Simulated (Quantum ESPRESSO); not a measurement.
# MoS2 in Quantum ESPRESSO: convergence with wavefunction cutoff

Aim: find how far wavefunction cutoff must go before the results for MoS2 settle, at PBE. This setting moves, with any that are tied to it; all else stays.

Program: Quantum ESPRESSO 7.5. These are calculated values, not measurements. Logs are shortened: lines on timing, memory, paths and dates and some standing lists are left out, and cuts for length are marked.

## Step 1: The slab as given

The cell holds a slab with vacuum, 6 atoms: a = 3.185 Å, b = 3.185 Å, c = 21.671 Å, α = 90.00°, β = 90.00°, γ = 120.00°.

## Step 2: With wavefunction cutoff 36 Ry

Contents of pw.in:

```
&CONTROL
  calculation = 'scf'
  prefix = 'pwscf'
  outdir = './tmp'
  pseudo_dir = './pseudo'
  tprnfor = .true.
  tstress = .true.
  disk_io = 'nowf'
/
&SYSTEM
  ibrav = 0
  nat = 6
  ntyp = 2
  ecutwfc = 36
  nbnd = 36
  occupations = 'smearing'
  smearing = 'gaussian'
  degauss = 0.00999582
/
&ELECTRONS
  conv_thr = 1.2d-09
  electron_maxstep = 120
  mixing_beta = 0.5
/
ATOMIC_SPECIES
Mo    95.9500 Mo.upf
S     32.0600 S.upf
CELL_PARAMETERS angstrom
   3.1845414560    0.0000000000    0.0000000000
  -1.5922707280    2.7578938003    0.0000000000
   0.0000000000    0.0000000000   21.6705347200
ATOMIC_POSITIONS crystal
Mo     0.3333333333    0.6666666667    0.8511602300
Mo     0.6666666667    0.3333333333    0.1488397700
S      0.6666666667    0.3333333333    0.7796253900
S      0.3333333333    0.6666666667    0.0772510000
S      0.6666666667    0.3333333333    0.9227490000
S      0.3333333333    0.6666666667    0.2203746100
K_POINTS automatic
7 7 1 0 0 0
```

Potentials or basis: PseudoDojo 0.5 SR PBE standard.

Started as:

```bash
> OMP_NUM_THREADS=1 pw.x -in pw.in > pw.out
```

Run time: 22 s. Hardware: 1 thread of Arm Neoverse V2, shared host; peak memory 0.09 GiB.

What came out:

```yaml
Free_energy: -5020.7338 eV
Largest_force: 0.302 eV/Å
Band_gap_on_the_k_mesh: 1.50 eV, indirect (least direct gap 2.11 eV)
```

## Step 3: With wavefunction cutoff 45 Ry

pw.in, as its differences from that of step 2:

```diff
@@ -13,3 +13,3 @@
   ntyp = 2
-  ecutwfc = 36
+  ecutwfc = 45
   nbnd = 36
```

Potentials or basis: PseudoDojo 0.5 SR PBE standard.

Started as:

```bash
> OMP_NUM_THREADS=1 pw.x -in pw.in > pw.out
```

It took 27 s on 1 thread of Arm Neoverse V2, shared host; peak memory 0.11 GiB.

What came out:

```yaml
Free_energy: -5025.6630 eV
Largest_force: 0.246 eV/Å
Band_gap_on_the_k_mesh: 1.49 eV, indirect (least direct gap 2.11 eV)
```

## Step 4: With wavefunction cutoff 54 Ry

pw.in, as its differences from that of step 3:

```diff
@@ -13,3 +13,3 @@
   ntyp = 2
-  ecutwfc = 45
+  ecutwfc = 54
   nbnd = 36
```

Started as:

```bash
> OMP_NUM_THREADS=1 pw.x -in pw.in > pw.out
```

Wall time 41 s (1 thread of Arm Neoverse V2, shared host); peak memory 0.15 GiB.

What came out:

- Free energy: -5027.2701 eV
- Largest force: 0.244 eV/Å
- Band gap on the k mesh: 1.50 eV, indirect (least direct gap 2.11 eV)

## Step 5: With wavefunction cutoff 63 Ry

pw.in, as its differences from that of step 4:

```diff
@@ -13,3 +13,3 @@
   ntyp = 2
-  ecutwfc = 54
+  ecutwfc = 63
   nbnd = 36
```

Started as:

```bash
> OMP_NUM_THREADS=1 pw.x -in pw.in > pw.out
```

Wall time 48 s (1 thread of Arm Neoverse V2, shared host); peak memory 0.18 GiB.

Results:

```yaml
Free_energy: -5027.6773 eV
Largest_force: 0.243 eV/Å
Band_gap_on_the_k_mesh: 1.50 eV, indirect (least direct gap 2.11 eV)
```

## Step 6: With wavefunction cutoff 72 Ry

pw.in, as its differences from that of step 5:

```diff
@@ -13,3 +13,3 @@
   ntyp = 2
-  ecutwfc = 63
+  ecutwfc = 72
   nbnd = 36
```

Potentials or basis: PseudoDojo 0.5 SR PBE standard.

Started as:

```bash
> OMP_NUM_THREADS=1 pw.x -in pw.in > pw.out
```

Wall time 69 s (1 thread of Arm Neoverse V2, shared host); peak memory 0.21 GiB.

Results (log left out):

* Free energy: -5027.7515 eV
* Largest force: 0.242 eV/Å
* Band gap on the k mesh: 1.50 eV, indirect (least direct gap 2.11 eV)

## Step 7: With wavefunction cutoff 81 Ry

pw.in, as its differences from that of step 6:

```diff
@@ -13,3 +13,3 @@
   ntyp = 2
-  ecutwfc = 72
+  ecutwfc = 81
   nbnd = 36
```

Started as:

```bash
> OMP_NUM_THREADS=1 pw.x -in pw.in > pw.out
```

Wall time 78 s (1 thread of Arm Neoverse V2, shared host); peak memory 0.25 GiB.

It converged, with:

| Item | Value |
| --- | --- |
| Free energy | -5027.7590 eV |
| Largest force | 0.242 eV/Å |
| Band gap on the k mesh | 1.50 eV, indirect (least direct gap 2.11 eV) |

## Step 8: With wavefunction cutoff 90 Ry

pw.in, as its differences from that of step 7:

```diff
@@ -13,3 +13,3 @@
   ntyp = 2
-  ecutwfc = 81
+  ecutwfc = 90
   nbnd = 36
```

Started as:

```bash
> OMP_NUM_THREADS=1 pw.x -in pw.in > pw.out
```

Wall time 92 s (1 thread of Arm Neoverse V2, shared host); peak memory 0.29 GiB.

Results (log left out):

```
Free energy            : -5027.7596 eV
Largest force          : 0.242 eV/Å
Band gap on the k mesh : 1.50 eV, indirect (least direct gap 2.11 eV)
```

## Step 9: With wavefunction cutoff 108 Ry

pw.in, as its differences from that of step 8:

```diff
@@ -13,3 +13,3 @@
   ntyp = 2
-  ecutwfc = 90
+  ecutwfc = 108
   nbnd = 36
```

Potentials or basis: PseudoDojo 0.5 SR PBE standard.

Started as:

```bash
> OMP_NUM_THREADS=1 pw.x -in pw.in > pw.out
```

Wall time 2 min (1 thread of Arm Neoverse V2, shared host); peak memory 0.37 GiB.

It converged, with:

```yaml
Free_energy: -5027.7606 eV
Largest_force: 0.242 eV/Å
Band_gap_on_the_k_mesh: 1.50 eV, indirect (least direct gap 2.11 eV)
```

## Step 10: With wavefunction cutoff 135 Ry

pw.in, as its differences from that of step 9:

```diff
@@ -13,3 +13,3 @@
   ntyp = 2
-  ecutwfc = 108
+  ecutwfc = 135
   nbnd = 36
```

Potentials or basis: PseudoDojo 0.5 SR PBE standard.

Started as:

```bash
> OMP_NUM_THREADS=1 pw.x -in pw.in > pw.out
```

pw.out:

```text
This program is part of the open-source Quantum ESPRESSO suite
     for quantum simulation of materials; please cite
[... 9 lines left out ...]
     --------------------
     sticks:   dense  smooth     PW     G-vecs:    dense   smooth      PW
     Sum        1345    1345    379               272103   272103   39789

     Using Slab Decomposition

     bravais-lattice index     =            0
     lattice parameter (alat)  =       6.0179  a.u.
     unit-cell volume          =    1284.3715 (a.u.)^3
     number of atoms/cell      =            6
     number of atomic types    =            2
     number of electrons       =        52.00
     number of Kohn-Sham states=           36
     kinetic-energy cutoff     =     135.0000  Ry
     charge density cutoff     =     540.0000  Ry
     scf convergence threshold =      1.2E-09
     mixing beta               =       0.5000
     number of iterations used =            8  plain     mixing
     Exchange-correlation= PBE
                           (   1   4   3   4   0   0   0)

     celldm(1)=   6.017911  celldm(2)=   0.000000  celldm(3)=   0.000000
     celldm(4)=   0.000000  celldm(5)=   0.000000  celldm(6)=   0.000000

     crystal axes: (cart. coord. in units of alat)
               a(1) = (   1.000000   0.000000   0.000000 )
               a(2) = (  -0.500000   0.866025   0.000000 )
               a(3) = (   0.000000   0.000000   6.804915 )

     reciprocal axes: (cart. coord. in units 2 pi/alat)
               b(1) = (  1.000000  0.577350 -0.000000 )
               b(2) = (  0.000000  1.154701  0.000000 )
               b(3) = (  0.000000 -0.000000  0.146953 )

     PseudoPot. # 1 for Mo read from file:
     Mo.upf
     Pseudo is Norm-conserving + core correction, Zval = 14.0
     Generated using ONCVPSP code by D. R. Hamann
     Using radial grid of 1640 points,  6 beta functions with:
                l(1) =   0
                l(2) =   0
                l(3) =   1
                l(4) =   1
                l(5) =   2
                l(6) =   2

     PseudoPot. # 2 for S  read from file:
     S.upf
     Pseudo is Norm-conserving + core correction, Zval =  6.0
     Generated using ONCVPSP code by D. R. Hamann
     Using radial grid of 1148 points,  6 beta functions with:
                l(1) =   0
                l(2) =   0
                l(3) =   1
                l(4) =   1
                l(5) =   2
                l(6) =   2

     atomic species   valence    mass     pseudopotential
     Mo               14.00    95.95000     Mo( 1.00)
     S                 6.00    32.06000     S ( 1.00)

     12 Sym. Ops., with inversion, found

   Cartesian axes

     site n.     atom                  positions (alat units)
         1        Mo     tau(   1) = (  -0.0000000   0.5773503   5.7920732  )
         2        Mo     tau(   2) = (   0.5000000   0.2886751   1.0128420  )
         3        S      tau(   3) = (   0.5000000   0.2886751   5.3052847  )
         4        S      tau(   4) = (  -0.0000000   0.5773503   0.5256865  )
         5        S      tau(   5) = (   0.5000000   0.2886751   6.2792287  )
         6        S      tau(   6) = (  -0.0000000   0.5773503   1.4996305  )

     number of k points=     8  Gaussian smearing, width (Ry)=  0.0100
                       cart. coord. in units 2pi/alat
        k(    1) = (   0.0000000   0.0000000   0.0000000), wk =   0.0408163
        k(    2) = (   0.0000000   0.1649572   0.0000000), wk =   0.2448980
        k(    3) = (   0.0000000   0.3299144   0.0000000), wk =   0.2448980
        k(    4) = (   0.0000000   0.4948717   0.0000000), wk =   0.2448980
        k(    5) = (   0.1428571   0.2474358   0.0000000), wk =   0.2448980
        k(    6) = (   0.1428571   0.4123930   0.0000000), wk =   0.4897959
        k(    7) = (   0.1428571   0.5773503   0.0000000), wk =   0.2448980
        k(    8) = (   0.2857143   0.4948717   0.0000000), wk =   0.2448980

     Dense  grid:   272103 G-vectors     FFT dimensions: (  45,  45, 320)

     Initial potential from superposition of free atoms

     starting charge      51.9970, renormalised to      52.0000

     negative rho (up, down):  2.569E-06 0.000E+00
     Starting wfcs are   36 randomized atomic wfcs

     Self-consistent Calculation

     iteration #  1     ecut=   135.00 Ry     beta= 0.50
     Davidson diagonalization with overlap
     ethr =  1.00E-02,  avg # of iterations =  5.2

     total energy              =    -369.13556970 Ry
     estimated scf accuracy    <       0.89991146 Ry

     iteration #  2     ecut=   135.00 Ry     beta= 0.50
     Davidson diagonalization with overlap
     ethr =  1.73E-03,  avg # of iterations =  2.4

     total energy              =    -369.01856185 Ry
     estimated scf accuracy    <       3.45846559 Ry

     iteration #  3     ecut=   135.00 Ry     beta= 0.50
     Davidson diagonalization with overlap
     ethr =  1.73E-03,  avg # of iterations =  2.5
[... 50 lines left out ...]
     total energy              =    -369.53366392 Ry
     estimated scf accuracy    <       0.00000001 Ry

     iteration # 11     ecut=   135.00 Ry     beta= 0.50
     Davidson diagonalization with overlap
     ethr =  2.51E-11,  avg # of iterations =  2.1

     total energy              =    -369.53366392 Ry
     estimated scf accuracy    <          2.2E-09 Ry

     iteration # 12     ecut=   135.00 Ry     beta= 0.50
     Davidson diagonalization with overlap
     ethr =  4.32E-12,  avg # of iterations =  2.9

     End of self-consistent calculation

          k = 0.0000 0.0000 0.0000 ( 33943 PWs)   bands (ev):

   -57.6647 -57.6647 -31.8048 -31.8048 -31.6017 -31.6017 -31.6017 -31.6017
   -10.9410 -10.8706  -9.6206  -9.5019  -2.5993  -2.2624   0.5368   0.5368
     0.5398   0.5398   1.0832   1.6541   1.6541   1.6650   1.6650   1.8776
     3.1063   3.5902   5.9710   5.9710   5.9788   5.9788   6.2298   6.2298
     6.2724   6.2724   8.6173   8.9219

          k = 0.0000 0.1650 0.0000 ( 33967 PWs)   bands (ev):

   -57.6577 -57.6577 -31.7907 -31.7907 -31.6733 -31.6733 -31.6180 -31.6180
   -10.6474 -10.5785  -9.4982  -9.3904  -2.2838  -1.9540  -0.0509  -0.0383
     0.3143   0.6240   0.8398   0.8468   1.2279   1.2418   1.9895   2.3504
     2.9688   3.2202   5.5916   5.7293   5.7583   5.9028   5.9158   5.9730
     6.4315   6.4610   9.0506   9.3743

          k = 0.0000 0.3299 0.0000 ( 34001 PWs)   bands (ev):
[... 33 lines left out ...]
   -57.6257 -57.6257 -31.9503 -31.9503 -31.7315 -31.7315 -31.7262 -31.7262
    -8.9679  -8.9440  -8.7963  -8.7760  -2.3186  -2.2383  -1.8131  -1.8098
    -0.8791  -0.6991  -0.0052   0.0936   1.0686   1.1414   1.3174   1.4398
     2.8103   2.8626   5.3647   5.4049   6.1184   6.1907   6.7735   6.9812
     7.3982   7.6740   9.6819   9.7405

          k = 0.2857 0.4949 0.0000 ( 34079 PWs)   bands (ev):

   -57.6241 -57.6241 -31.9034 -31.9034 -31.7989 -31.7989 -31.7231 -31.7231
    -8.8829  -8.8628  -8.7387  -8.7203  -2.0804  -2.0395  -1.7779  -1.7184
    -0.5386  -0.4780  -0.2521  -0.1189   0.1065   0.2731   1.2498   1.3698
     2.9373   2.9789   5.0868   5.1305   6.1844   6.4363   6.4679   6.5913
     7.8799   8.0660  10.3220  10.5341

     the Fermi energy is     4.3844 ev

!    total energy              =    -369.53366392 Ry
     estimated scf accuracy    <          6.0E-11 Ry
     smearing contrib. (-TS)   =      -0.00000000 Ry
     internal energy E=F+TS    =    -369.53366392 Ry

     The total energy is F=E-TS. E is the sum of the following terms:
     one-electron contribution =   -1694.48340700 Ry
     hartree contribution      =     855.95407015 Ry
     xc contribution           =     -66.45419703 Ry
     ewald contribution        =     535.44986995 Ry

     convergence has been achieved in  12 iterations

     Forces acting on atoms (cartesian axes, Ry/au):

     atom    1 type  1   force =     0.00000000    0.00000000    0.00006488
     atom    2 type  1   force =     0.00000000    0.00000000   -0.00006488
     atom    3 type  2   force =    -0.00000000    0.00000000   -0.00940974
     atom    4 type  2   force =     0.00000000   -0.00000000   -0.00711180
     atom    5 type  2   force =    -0.00000000   -0.00000000    0.00711180
     atom    6 type  2   force =     0.00000000    0.00000000    0.00940974

     Total force =     0.016681     Total SCF correction =     0.000035

     Computing stress (Cartesian axis) and pressure

          total   stress  (Ry/bohr**3)                   (kbar)     P=        8.08
   0.00003417  -0.00000000   0.00000000            5.03       -0.00        0.00
  -0.00000000   0.00003417   0.00000000           -0.00        5.03        0.00
   0.00000000   0.00000000   0.00009644            0.00        0.00       14.19

=------------------------------------------------------------------------------=
   JOB DONE.
=------------------------------------------------------------------------------=
```

Wall time 3 min (1 thread of Arm Neoverse V2, shared host); peak memory 0.53 GiB.

What came out:

```yaml
Free_energy: -5027.7616 eV
Largest_force: 0.242 eV/Å
Band_gap_on_the_k_mesh: 1.50 eV, indirect (least direct gap 2.11 eV)
```

## Step 11: Result

```
wavefunction cutoff  energy less the tightest run, at zero smearing (meV/atom)  largest force (eV/Å)  SCF cycles  CPU time (s)  peak memory (GiB)
              36 Ry                                                    1171.31                 0.302          12            22               0.09
              45 Ry                                                     349.77                 0.246          12            27               0.11
              54 Ry                                                      81.93                 0.244          12            41               0.15
              63 Ry                                                      14.06                 0.243          12            48               0.18
              72 Ry                                                       1.69                 0.242          12            69               0.21
              81 Ry                                                       0.44                 0.242          12            78               0.25
              90 Ry                                                       0.34                 0.242          12            92               0.29
             108 Ry                                                       0.17                 0.242          12           120               0.37
             135 Ry                                                       0.00                 0.242          12           180               0.53
```

Against the tightest run, the energy stays within 1 meV/atom from 81 Ry on; the largest force stays within 0.005 eV/Å from 45 Ry on. The tightest run that finished is the yardstick and may itself not be fully converged.
